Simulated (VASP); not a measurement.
# Cd (P6/mmm) in VASP: a series of runs, part 2 of 2

VASP 6.6.1. Earlier steps stand in the parts before.

**3. Single point, revPBE**

This run uses another cell than the first one, of 22.84 Å³/atom, 0.920 times its volume.

File INCAR:

```
SYSTEM = Cd
  PREC = Accurate
  ENCUT = 520
  EDIFF = 1E-6
  ISMEAR = -1
  SIGMA = 0.1
  LREAL = .False.
  LASPH = .True.
  NELM = 100
  ALGO = Fast
  ISIF = 2
  LWAVE = .False.
  LCHARG = .False.
  GGA = RE
  NBANDS = 25
```

File KPOINTS:

```
regular mesh
0
Gamma
  8 8 11
  0 0 0
```

File POSCAR:

```
Cd
1.0
    5.0815206505      0.0000000000      0.0000000000
   -2.5407603252      4.4007259732      0.0000000000
    0.0000000000      0.0000000000      3.0646847734
Cd
3
Direct
    1.0000000000      0.0000000000      0.0000000000
    0.3333333333      0.6666666667      0.5000000000
    0.6666666667      0.3333333333      0.5000000000
```

Potentials or basis: VASP PAW PBE potentials, release 64 (Cd).

Run with:

```sh
$ cat potpaw_PBE.64/Cd/POTCAR > POTCAR
$ mpirun -np 1 vasp_std > vasp.out
```

OUTCAR:

```text
SYSTEM = Cd
   PREC = Accurate
   ENCUT = 520
   EDIFF = 1E-6
   ISMEAR = -1
   LREAL = .False.
   LASPH = .True.
   NELM = 100
   ISIF = 2
   GGA = RE

 ion  position               nearest neighbor table
   1  0.000  0.000  0.000-   2 3.31   3 3.31   2 3.31   3 3.31   2 3.31   2 3.31   3 3.31   3 3.31
                             3 3.31   3 3.31   2 3.31   2 3.31
   2  0.333  0.667  0.500-   3 2.93   3 2.93   3 2.93   1 3.31   1 3.31   1 3.31   1 3.31   1 3.31
                             1 3.31
   3  0.667  0.333  0.500-   2 2.93   2 2.93   2 2.93   1 3.31   1 3.31   1 3.31   1 3.31   1 3.31
                             1 3.31

  LATTYP: Found a hexagonal cell.
 ALAT       =     5.0815206505
 C/A-ratio  =     0.6031038707

  Lattice vectors:

 A1 = (   5.0815206505,   0.0000000000,   0.0000000000)
 A2 = (  -2.5407603252,   4.4007259732,   0.0000000000)
 A3 = (   0.0000000000,   0.0000000000,   3.0646847734)

Analysis of symmetry for initial positions (statically):
=====================================================================
 Subroutine PRICEL returns:
 Original cell was already a primitive cell.

 Routine SETGRP: Setting up the symmetry group for a
 hexagonal supercell.
[... 170 lines left out ...]

 E-fermi :   2.6806     XC(G=0): -10.6493

 val. band max:        2.6322205385   @ k =   0.3750   0.0000   0.2727
 cond. band min:       2.7193714085   @ k =   0.3750   0.2500   0.4545
 fundamental gap:      0.0871508700
 Fermi energy:         2.6806385201

 k-point     1 :       0.0000    0.0000    0.0000
  band No.  band energies     occupation
      1      -7.0673      2.00000
      2      -6.5678      2.00000
      3      -6.5358      2.00000
      4      -6.4264      2.00000
      5      -6.4264      2.00000
      6      -6.2591      2.00000
[... 661 lines left out ...]
     24      11.4141      0.00000
     25      12.2688      0.00000

 [... further k-points ...]

------------------------ aborting loop because EDIFF is reached ----------------------------------------

  FORCE on cell =-STRESS in cart. coord.  units (eV):
  Direction    XX          YY          ZZ          XY          YZ          ZX
  --------------------------------------------------------------------------------------
  -------------------------------------------------------------------------------------
  Total        1.4551360      1.4551360      1.4377311      0.0000000     -0.0000000      0.0000000
  in kB       34.0181217     34.0181217     33.6112305      0.0000000     -0.0000000      0.0000000
  external PRESSURE =      33.8824913 kB  Pullay stress =       0.0000000 kB

 VOLUME and BASIS-vectors are now :
 -----------------------------------------------------------------------------
  energy-cutoff  :      520.00
  volume of cell :       68.53
      direct lattice vectors                 reciprocal lattice vectors
     5.081520650  0.000000000  0.000000000     0.196791486  0.113617617  0.000000000
    -2.540760325  4.400725973  0.000000000     0.000000000  0.227235235  0.000000000
     0.000000000  0.000000000  3.064684773     0.000000000  0.000000000  0.326297833

 POSITION                                       TOTAL-FORCE (eV/Angst)
 -----------------------------------------------------------------------------------
      0.00000      0.00000      0.00000         0.000000      0.000000      0.000000
     -0.00000      2.93382      1.53234        -0.000000      0.000000     -0.000000
      2.54076      1.46691      1.53234         0.000000     -0.000000      0.000000
 -----------------------------------------------------------------------------------
    total drift:                                0.000000     -0.000000      0.000000

  FREE ENERGIE OF THE ION-ELECTRON SYSTEM (eV)
  ---------------------------------------------------
  free  energy   TOTEN  =        -1.0730741541 eV

  energy  without entropy=       -1.0374454812  energy(sigma->0) =       -1.05525982
```

Wall time 31 s (1 thread of Intel Xeon 6975P-C (Granite Rapids), shared host); peak memory 0.23 GiB.

Results:

| Property | Result |
| --- | --- |
| Free energy | -1.0731 eV |
| Pressure | 3.4 GPa |
| Band gap on the k mesh | none (metal or under the smearing width) |

Caveat: the PAW data sets were made with another functional, which shifts forces and pressure a little.

**4. Single point, revPBE**

This run uses another cell than the first one, of 26.82 Å³/atom, 1.080 times its volume.

File INCAR:

```
ALGO = Fast
EDIFF = 1E-6
ENCUT = 520
GGA = RE
ISIF = 2
ISMEAR = -1
LASPH = T
LCHARG = T
LELF = T
LREAL = F
LVHAR = T
LWAVE = F
NBANDS = 25
NELM = 60
PREC = Accurate
SIGMA = 0.1
```

File KPOINTS:

```
k-points
0
Gamma
  8 8 11
```

File POSCAR:

```
Cd
1.0
    5.3605045733      0.0000000000      0.0000000000
   -2.6802522867      4.6423331376      0.0000000000
    0.0000000000      0.0000000000      3.2329410572
Cd
3
Direct
    1.0000000000      0.0000000000      0.0000000000
    0.3333333333      0.6666666667      0.5000000000
    0.6666666667      0.3333333333      0.5000000000
```

Run with:

```sh
$ cat potpaw_PBE.64/Cd/POTCAR > POTCAR
$ mpirun -np 1 vasp_std > vasp.out
```

Run time: 35 s. Hardware: 1 thread of Intel Xeon 6975P-C (Granite Rapids), shared host; peak memory 0.24 GiB.

The run converged. Its results:

| Item | Value |
| --- | --- |
| Free energy | -1.1075 eV |
| Pressure | -1.5 GPa |
| Band gap on the k mesh | none (metal or under the smearing width) |

Levels at points of the mesh, in eV from the Fermi level:
| k point | band 15 | band 16 | band 17 | band 18 | band 19 | band 20 | band 21 | band 22 |
| --- | --- | --- | --- | --- | --- | --- | --- | --- |
| (0.00, 0.00, 0.00) | -8.18 | -7.39 | -0.08 | 0.11 | 0.97 | 0.97 | 1.04 | 1.04 |
| (0.50, 0.00, 0.00) | -8.15 | -5.36 | -5.35 | -1.41 | -1.23 | 5.90 | 5.94 | 6.82 |

Caveat: the PAW data sets were made with another functional, which shifts forces and pressure a little.

**5. Summary**

| cell | k mesh | gap on the mesh (eV) | pressure (GPa) |
| --- | --- | --- | --- |
| P6/mmm, 24.83 Å³/atom | 9 × 9 × 13 | none | 0.2 |
| P6/mmm, 22.84 Å³/atom | 8 × 8 × 11 | none | 3.4 |
| P6/mmm, 26.82 Å³/atom | 8 × 8 × 11 | none | -1.5 |

Alike in all rows: task single point; level revPBE; potentials or basis VASP PAW PBE potentials, release 64 (Cd); no spin polarisation; cutoff (eV) 520; smearing fermi-dirac 0.1 eV.

Every run on the cell as given and a fine mesh finds a metal.

Caveats: the PAW data sets were made with another functional, which shifts forces and pressure a little.

Total energies depend on the potentials used, so only differences within one code and one set of settings carry meaning.
